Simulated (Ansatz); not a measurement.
System: Os (fcc type), 1 atom in the cell.

Computed with PBE, all-electron LAPW, point nucleus in Ansatz.

k-mesh 4×4×4 Γ-centred; Fermi–Dirac smearing of 0.15 eV; no spin polarisation; no spin–orbit coupling.

```
Os
1.0
     0.00000    1.92650    1.92650
     1.92650    0.00000    1.92650
     1.92650    1.92650    0.00000
Os
1
Direct
  0.00000 0.00000 0.00000
```

Q: Is the cell under compression or tension, and by how much?

A: The pressure is 0.67 GPa, so at these settings the cell is compressed and would expand.

The k-mesh is coarse, so these values belong to this mesh and can lie far from the converged ones. This cubic structure is a model: it isn't the usual form of the substance at ambient conditions, and such phases are metastable or hypothetical.
